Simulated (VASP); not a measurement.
# BaS (Fm-3m) in VASP: notebook

Runs on BaS. Level: LDA. Tasks: single point, relaxation of cell and atoms.

All numbers are computed with VASP 6.6.1; they aren't measurements. Logs are shortened: lines on timing, memory, paths and dates and some standing lists are left out, and cuts for length are marked.

**What was measured.**

From a printed reference work, monograph, original work of 1988, for a bulk crystal of BaS at 2 K: band gap 3.806 eV (indirect).

The results are compared with them further down.

## (1) The cell of the first run

It takes space group Fm-3m (No. 225, cubic). The conventional cell has a = 6.271 Å, b = 6.271 Å, c = 6.271 Å, α = 90.00°, β = 90.00°, γ = 90.00°. Ba (site symmetry m-3m) has 6 S at 3.14 Å within 4.1 Å. S (site symmetry m-3m) has 6 Ba at 3.14 Å within 4.1 Å.

## (2) Single point, LDA

INCAR

```
SYSTEM = BaS
ALGO = Normal
EDIFF = 1E-6
ENCUT = 520
GGA = CA
ISIF = 2
ISMEAR = 0
LASPH = .TRUE.
LCHARG = .FALSE.
LREAL = .FALSE.
LWAVE = .FALSE.
NBANDS = 15
NELM = 80
PREC = Accurate
SIGMA = 0.01
```

KPOINTS

```
k-points
0
G
  8 8 8
  0 0 0
```

POSCAR

```
BaS
1.0
    0.0000000000      3.1357496114      3.1357496114
    3.1357496114      0.0000000000      3.1357496114
    3.1357496114      3.1357496114      0.0000000000
Ba S
1 1
Direct
    0.0000000000      0.0000000000      0.0000000000
    0.5000000000      0.5000000000      0.5000000000
```

Potentials or basis: VASP PAW LDA potentials, release 64 (Ba_sv, S).

Command:

```sh
$ cat potpaw_LDA.64/Ba_sv/POTCAR potpaw_LDA.64/S/POTCAR > POTCAR
$ mpirun -np 1 vasp_std > vasp.out
```

OUTCAR:

```text
SYSTEM = BaS
   EDIFF = 1E-6
   ENCUT = 520
   GGA = CA
   ISIF = 2
   ISMEAR = 0
   LASPH = .TRUE.
   LREAL = .FALSE.
   NELM = 80
   PREC = Accurate

 ion  position               nearest neighbor table
   1  0.000  0.000  0.000-   2 3.14   2 3.14   2 3.14   2 3.14   2 3.14   2 3.14
   2  0.500  0.500  0.500-   1 3.14   1 3.14   1 3.14   1 3.14   1 3.14   1 3.14

  LATTYP: Found a face centered cubic cell.
 ALAT       =     6.2714992228

  Lattice vectors:

 A1 = (   0.0000000000,   3.1357496114,   3.1357496114)
 A2 = (   3.1357496114,   0.0000000000,   3.1357496114)
 A3 = (   3.1357496114,   3.1357496114,   0.0000000000)

Analysis of symmetry for initial positions (statically):
=====================================================================
 Subroutine PRICEL returns:
 Original cell was already a primitive cell.

 Routine SETGRP: Setting up the symmetry group for a
 face centered cubic supercell.

 Subroutine GETGRP returns: Found 48 space group operations
 (whereof 48 operations were pure point group operations)
 out of a pool of 48 trial point group operations.

The static configuration has the point symmetry O_h .

Analysis of symmetry for dynamics (positions and initial velocities):
=====================================================================
 Subroutine PRICEL returns:
 Original cell was already a primitive cell.

 Routine SETGRP: Setting up the symmetry group for a
 face centered cubic supercell.

 Subroutine GETGRP returns: Found 48 space group operations
 (whereof 48 operations were pure point group operations)
 out of a pool of 48 trial point group operations.

The dynamic configuration has the point symmetry O_h .

 Subroutine INISYM returns: Found 48 space group operations
 (whereof 48 operations are pure point group operations),
 and found     1 'primitive' translations

----------------------------------------------------------------------------------------

                                     Primitive cell

  volume of cell :      61.6672

  direct lattice vectors                    reciprocal lattice vectors
     0.000000000  3.135749611  3.135749611    -0.159451507  0.159451507  0.159451507
     3.135749611  0.000000000  3.135749611     0.159451507 -0.159451507  0.159451507
     3.135749611  3.135749611  0.000000000     0.159451507  0.159451507 -0.159451507

  length of vectors
     4.434619629  4.434619629  4.434619629     0.276178111  0.276178111  0.276178111

  position of ions in fractional coordinates (direct lattice)
     0.000000000  0.000000000  0.000000000
     0.500000000  0.500000000  0.500000000

  ion indices of the primitive-cell ions
   primitive index   ion index
                 1           1
                 2           2

----------------------------------------------------------------------------------------

 KPOINTS: k-points

Automatic generation of k-mesh.
 Grid dimensions read from file:
 generate k-points for:    8    8    8

 Generating k-lattice:

  Cartesian coordinates                     Fractional coordinates (reciprocal lattice)
    -0.019931438  0.019931438  0.019931438     0.125000000  0.000000000  0.000000000
     0.019931438 -0.019931438  0.019931438     0.000000000  0.125000000  0.000000000
     0.019931438  0.019931438 -0.019931438     0.000000000  0.000000000  0.125000000

  Length of vectors
     0.034522264  0.034522264  0.034522264

  Shift w.r.t. Gamma in fractional coordinates (k-lattice)
     0.000000000  0.000000000  0.000000000

 Subroutine IBZKPT returns following result:
 ===========================================

 Found     29 irreducible k-points:

 Following reciprocal coordinates:
            Coordinates               Weight
  0.000000  0.000000  0.000000      1.000000
  0.125000  0.000000  0.000000      8.000000
  0.250000  0.000000  0.000000      8.000000
  0.375000  0.000000  0.000000      8.000000
  0.500000  0.000000  0.000000      4.000000
  0.125000  0.125000  0.000000      6.000000
[... 16 lines left out ...]
  0.500000  0.250000  0.125000     48.000000
 -0.375000  0.250000  0.125000     24.000000
 [... further k-points ...]
   k-points           NKPTS =     29   k-points in BZ     NKDIM =     29   number of bands    NBANDS=     15
   number of dos      NEDOS =    301   number of ions     NIONS =      2
   total plane-waves  NPLWV =  46656
   dimension x,y,z NGX =    36 NGY =   36 NGZ =   36
   dimension x,y,z NGXF=    72 NGYF=   72 NGZF=   72
   ions per type =               1   1
   NGX,Y,Z   is equivalent  to a cutoff of  13.50, 13.50, 13.50 a.u.
   NGXF,Y,Z  is equivalent  to a cutoff of  26.99, 26.99, 26.99 a.u.
 SYSTEM =  BaS
   PREC   = accura    normal or accurate (medium, high low for compatibility)
   ISTART =      0    job   : 0-new  1-cont  2-samecut
   ICHARG =      2    charge: 1-file 2-atom 10-const
   ISPIN  =      1    spin polarized calculation?
   LNONCOLLINEAR =      F non collinear calculations
   LSORBIT =      F    spin-orbit coupling
   LASPH  =      T    aspherical Exc in radial PAW
   ENCUT  =  520.0 eV  38.22 Ry    6.18 a.u.   8.25  8.25  8.25*2*pi/ulx,y,z
   NELM   =     80;   NELMIN=  2; NELMDL= -5     # of ELM steps
   EDIFF  = 0.1E-05   stopping-criterion for ELM
   LREAL  =      F    real-space projection
   EDIFFG = 0.1E-04   stopping-criterion for IOM
   NSW    =      0    number of steps for IOM
   IBRION =     -1    ionic relax: 0-MD 1-quasi-New 2-CG
   NFREE  =      0    steps in history (QN), initial steepest desc. (CG)
   ISIF   =      2    stress and relaxation
   ISYM   =      2    0-nonsym 1-usesym 2-fastsym
   POTIM  = 0.5000    time-step for ionic-motion
   TEBEG  =    0.0;   TEEND  =   0.0 temperature during run
   PSTRESS=    0.0 pullay stress
   NELECT =      16.0000    total number of electrons
   NUPDOWN=      -1.0000    fix difference up-down
   EMIN   =  10.00;   EMAX   =-10.00  energy-range for DOS
   EFERMI =   0.00;   METHOD = LEGACY
   ISMEAR =     0;   SIGMA  =   0.01  broadening in eV -4-tet -1-fermi 0-gaus
   EFERMI_NEDOS =   21; number of points for ismear=-14 and -15
   IALGO  =     38    algorithm
   IMIX   =      4    mixing-type and parameters
     AMIX     =   0.40;   BMIX     =  1.00
     AMIX_MAG =   1.60;   BMIX_MAG =  1.00
  volume/ion in A,a.u.               =      30.83       208.08
  Fermi-wavevector in a.u.,A,eV,Ry     =   1.044151  1.973160 14.833779  1.090252
  Thomas-Fermi vector in A             =   2.178892
   LORBIT       =      0    0 simple, 1 ext, 2 COOP (PROOUT), +10 PAW based schemes
   GGA     = CA    functional components
   LHFCALC =     F    Hartree Fock is set to
   AEXX    =    0.0000 exact exchange contribution
   IVDW    =     0    specifies the selected vdW correction
   LEPSILON=     F    determine dielectric tensor
   LRPA    =     F    only Hartree local field effects (RPA)
 non-spin polarized calculation
 Gauss-broadening in eV      SIGMA  =   0.01
  energy-cutoff  :      520.00
  volume of cell :       61.67
 maximum number of plane-waves:      1678
 NGX is ok and might be reduce to    36
   NGX = 17   NGY = 17   NGZ = 17

 number of electron      15.9999998 magnetization

 Free energy of the ion-electron system (eV)
  ---------------------------------------------------
  ext. energy  EPLUGINS =         0.00000000
  ---------------------------------------------------
  free energy    TOTEN  =       -11.17256890 eV

  energy without entropy =      -11.17256890  energy(sigma->0) =      -11.17256890

 E-fermi :   1.6186     XC(G=0):  -9.2167

 val. band max:        1.5419951789   @ k =   0.0000   0.0000   0.0000
 cond. band min:       3.3389954932   @ k =   0.5000   0.5000   0.0000
 fundamental gap:      1.7970003143
 Fermi energy:         1.6185658045

 k-point     1 :       0.0000    0.0000    0.0000
  band No.  band energies     occupation
      1     -24.2981      2.00000
      2      -9.3627      2.00000
      3      -9.3627      2.00000
      4      -9.3627      2.00000
      5      -8.8603      2.00000
      6       1.5420      2.00000
      7       1.5420      2.00000
      8       1.5420      2.00000
      9       5.1271      0.00000
     10       5.2407      0.00000
     11       5.2407      0.00000
     12       5.2407      0.00000
     13       6.2865      0.00000
     14       6.2865      0.00000
     15      10.0686      0.00000

 k-point     2 :       0.1250    0.0000    0.0000
  band No.  band energies     occupation
      1     -24.2892      2.00000
      2      -9.8000      2.00000
      3      -9.3698      2.00000
      4      -9.3698      2.00000
      5      -8.4102      2.00000
      6       1.0818      2.00000
      7       1.2978      2.00000
      8       1.2978      2.00000
      9       5.2512      0.00000
     10       5.4929      0.00000
     11       5.4929      0.00000
     12       5.7676      0.00000
     13       6.7917      0.00000
     14       6.7917      0.00000
     15      10.7476      0.00000

 k-point     3 :       0.2500    0.0000    0.0000
  band No.  band energies     occupation
      1     -24.2676      2.00000
      2     -10.3168      2.00000
      3      -9.3866      2.00000
      4      -9.3866      2.00000
      5      -7.8597      2.00000
      6       0.2647      2.00000
      7       0.8256      2.00000
      8       0.8256      2.00000
      9       5.4977      0.00000
     10       6.1977      0.00000
     11       6.1977      0.00000
     12       7.0249      0.00000
     13       8.0408      0.00000
     14       8.0408      0.00000
     15      12.2116      0.00000

 k-point     4 :       0.3750    0.0000    0.0000
  band No.  band energies     occupation
      1     -24.2459      2.00000
      2     -10.6683      2.00000
      3      -9.4032      2.00000
      4      -9.4032      2.00000
      5      -7.4694      2.00000
      6      -0.3685      2.00000
      7       0.4505      2.00000
      8       0.4505      2.00000
      9       6.1622      0.00000
     10       7.2192      0.00000
     11       7.2192      0.00000
     12       7.7801      0.00000
     13       9.5675      0.00000
     14       9.5675      0.00000
     15      11.9623      0.00000
[... 307 lines left out ...]
 k-point    22 :       0.3750    0.2500    0.1250
  band No.  band energies     occupation
      1     -24.2520      2.00000
      2     -10.3418      2.00000
      3      -9.5339      2.00000
      4      -9.4243      2.00000
      5      -7.8569      2.00000
      6       0.0144      2.00000
      7       0.7631      2.00000
      8       1.2238      2.00000
      9       4.7199      0.00000
     10       6.6263      0.00000
     11       7.0082      0.00000
     12       7.6317      0.00000
     13       7.8810      0.00000
     14       9.8855      0.00000
     15      12.0179      0.00000

 k-point    23 :       0.5000    0.2500    0.1250
  band No.  band energies     occupation
      1     -24.2347      2.00000
      2     -10.4896      2.00000
      3      -9.6001      2.00000
      4      -9.4661      2.00000
      5      -7.7376      2.00000
      6      -0.0553      2.00000
      7       0.5220      2.00000
      8       0.9653      2.00000
      9       5.2546      0.00000
     10       7.1807      0.00000
     11       7.7295      0.00000
     12       7.9485      0.00000
     13       9.1737      0.00000
     14      10.5137      0.00000
     15      11.2163      0.00000

 k-point    24 :      -0.3750    0.2500    0.1250
  band No.  band energies     occupation
      1     -24.2276      2.00000
      2     -10.5475      2.00000
      3      -9.6126      2.00000
      4      -9.4976      2.00000
      5      -7.6933      2.00000
      6      -0.0901      2.00000
      7       0.5919      2.00000
      8       0.6972      2.00000
      9       6.1318      0.00000
     10       6.3443      0.00000
     11       8.3013      0.00000
     12       8.6084      0.00000
     13       9.5893      0.00000
     14      10.5086      0.00000
     15      11.2686      0.00000

 [... further k-points ...]
[... 5 lines left out ...]
  --------------------------------------------------------------------------------------
  -------------------------------------------------------------------------------------
  Total        0.2978654      0.2978654      0.2978654      0.0000000      0.0000000      0.0000000
  in kB        7.7388518      7.7388518      7.7388518      0.0000000      0.0000000      0.0000000
  external PRESSURE =       7.7388518 kB  Pullay stress =       0.0000000 kB

 VOLUME and BASIS-vectors are now :
 -----------------------------------------------------------------------------
  energy-cutoff  :      520.00
  volume of cell :       61.67
      direct lattice vectors                 reciprocal lattice vectors
     0.000000000  3.135749611  3.135749611    -0.159451507  0.159451507  0.159451507
     3.135749611  0.000000000  3.135749611     0.159451507 -0.159451507  0.159451507
     3.135749611  3.135749611  0.000000000     0.159451507  0.159451507 -0.159451507

 POSITION                                       TOTAL-FORCE (eV/Angst)
 -----------------------------------------------------------------------------------
      0.00000      0.00000      0.00000        -0.000000     -0.000000     -0.000000
      3.13575      3.13575      3.13575         0.000000      0.000000      0.000000
 -----------------------------------------------------------------------------------
    total drift:                                0.000000      0.000000      0.000000

  FREE ENERGIE OF THE ION-ELECTRON SYSTEM (eV)
  ---------------------------------------------------
  free  energy   TOTEN  =       -11.1725688967 eV

  energy  without entropy=      -11.1725688967  energy(sigma->0) =      -11.17256890
```

Wall time 54 s (1 thread of AMD EPYC 7R13, shared host); peak memory 0.15 GiB.

What came out:

```
Free energy            : -11.1726 eV
Pressure               : 0.8 GPa
Band gap on the k mesh : 1.80 eV, indirect (least direct gap 1.90 eV)
```

Caveat: spin-orbit coupling is left out, which moves the levels of the heavy elements. A k mesh can miss the band edges.

## (3) Relaxation of cell and atoms, LDA

INCAR

```
PREC = Accurate
ENCUT = 600
EDIFF = 1E-7
ISMEAR = 0
SIGMA = 0.01
LREAL = F
LASPH = T
NELM = 100
ALGO = Normal
ISIF = 3
LWAVE = F
LCHARG = F
GGA = CA
IBRION = 2
NSW = 80
EDIFFG = -0.001
```

KPOINTS

```
Automatic mesh
0
Gamma
  8 8 8
```

POSCAR is that of step 2.

Potentials or basis: VASP PAW LDA potentials, release 64 (Ba_sv, S).

Command:

```sh
$ cat potpaw_LDA.64/Ba_sv/POTCAR potpaw_LDA.64/S/POTCAR > POTCAR
$ mpirun -np 1 vasp_std > vasp.out
```

Run time: 1.8 min. Hardware: 1 thread of AMD EPYC 7R13, shared host; peak memory 0.16 GiB.

The run converged. Its results:

* Free energy: -11.1750 eV
* Relaxed volume: 31.30 Å³/atom
* Relaxed cell: a = 4.457 Å, b = 4.457 Å, c = 4.457 Å, α = 60.00°, β = 60.00°, γ = 60.00°
* Space group after relaxing (to 0.05 Å): Fm-3m (No. 225)
* Energy gained by relaxing: 1.1 meV/atom
* Ionic steps: 3
* Pressure after relaxing: 0.0 GPa
* Band gap on the k mesh: 1.83 eV, indirect (least direct gap 1.94 eV)

Step by step:
```tsv
step	energy change (eV)	largest force (eV/Å)	pressure (GPa)	volume (Å³)
1	0.0000	0.0000	0.79	61.67
2	-0.0018	0.0000	-0.34	63.03
3	-0.0023	0.0000	0.00	62.61
```

Final structure:
```
Ba S
1.0
     0.00000    3.15162    3.15162
     3.15162    0.00000    3.15162
     3.15162    3.15162    0.00000
Ba S
1 1
Direct
  0.00000 0.00000 0.00000
  0.50000 0.50000 0.50000
```

Levels at points of the mesh, in eV from the valence-band top:
| k point | band 6 | band 7 | band 8 | band 9 | band 10 | band 11 |
| --- | --- | --- | --- | --- | --- | --- |
| (0.00, 0.00, 0.00) | 0.00 | 0.00 | 0.00 | 3.51 | 3.70 | 3.70 |
| (0.50, 0.00, 0.00) | -2.11 | -1.20 | -1.20 | 5.53 | 5.59 | 6.33 |
| (0.50, 0.50, 0.00) | -0.49 | -0.12 | -0.12 | 1.83 | 5.96 | 6.08 |

Caveat: spin-orbit coupling is left out, which moves the levels of the heavy elements. LDA gaps usually lie below the measured ones, often by a third to a half.

## (4) Single point, LDA

This run uses another cell than the first one, of 32.58 Å³/atom, 1.057 times its volume.

INCAR

```
PREC = Accurate
ENCUT = 500
EDIFF = 1E-6
ISMEAR = 0
SIGMA = 0.1
LREAL = False
LASPH = True
NELM = 120
ALGO = Normal
ISIF = 2
LWAVE = False
LCHARG = False
GGA = CA
NBANDS = 15
GGA_COMPAT = False
```

KPOINTS

```
regular mesh
0
Gamma
  6 6 6
```

POSCAR

```
BaS
1.0
    0.0000000000      3.1937500000      3.1937500000
    3.1937500000      0.0000000000      3.1937500000
    3.1937500000      3.1937500000      0.0000000000
Ba S
1 1
Direct
    0.0000000000      0.0000000000      0.0000000000
    0.5000000000      0.5000000000      0.5000000000
```

Command:

```sh
$ cat potpaw_LDA.64/Ba_sv/POTCAR potpaw_LDA.64/S/POTCAR > POTCAR
$ mpirun -np 1 vasp_std > vasp.out
```

Wall time 20 s (1 thread of Intel Xeon 8259CL, shared host); peak memory 0.17 GiB.

Results (log left out):

- Free energy: -11.1596 eV
- Pressure: -1.8 GPa
- Band gap on the k mesh: 1.90 eV, indirect (least direct gap 2.04 eV)

Levels at points of the mesh, in eV from the valence-band top:
```
           k point  band 4  band 5  band 6  band 7  band 8  band 9  band 10  band 11  band 12  band 13
(0.00, 0.00, 0.00)  -11.07  -10.32    0.00    0.00    0.00    3.31     3.70     3.70     3.70     4.69
(0.50, 0.00, 0.00)  -11.11   -9.05   -2.02   -1.12   -1.12    5.39     5.47     6.18     6.18     8.81
(0.50, 0.50, 0.00)  -11.27  -10.22   -0.54   -0.14   -0.14    1.90     5.83     5.86     7.40     7.40
```

Caveat: spin-orbit coupling is left out, which moves the levels of the heavy elements.

## (5) The runs side by side

| task | cell | k mesh | cutoff (eV) | smearing | gap on the mesh (eV) | pressure (GPa) |
| --- | --- | --- | --- | --- | --- | --- |
| single point | a = 4.435 Å, angles 60.0°, 2 atoms | 8 × 8 × 8 | 520 | gaussian 0.01 eV | 1.80 | 0.8 |
| relaxation of cell and atoms | relaxed from a = 4.435 Å, angles 60.0°, 2 atoms | 8 × 8 × 8 | 600 | gaussian 0.01 eV | 1.83 | 0.0 |
| single point | a = 4.517 Å, angles 60.0°, 2 atoms | 6 × 6 × 6 | 500 | gaussian 0.1 eV | 1.90 | -1.8 |

Alike in all rows: level LDA; potentials or basis VASP PAW LDA potentials, release 64 (Ba_sv, S); no spin polarisation.

Caveats: spin-orbit coupling is left out, which moves the levels of the heavy elements.

Absolute energies hang on the potentials; compare differences alone.

## (6) Comparison with measurements

Step 4. Against the measured gap of BaS, 3.806 eV (indirect; 2 K; a printed reference work, monograph, original work of 1988), the calculated 1.90 eV is off by -1.90 eV. So large a miss can be the level of theory's own, or it may mean another phase, state or a wrong row. Spin-orbit coupling on Ba is left out. The value is that of LDA on a finite k mesh, which can miss the band edges, without temperature or zero-point motion. Semilocal functionals fall short of measured gaps as a rule.
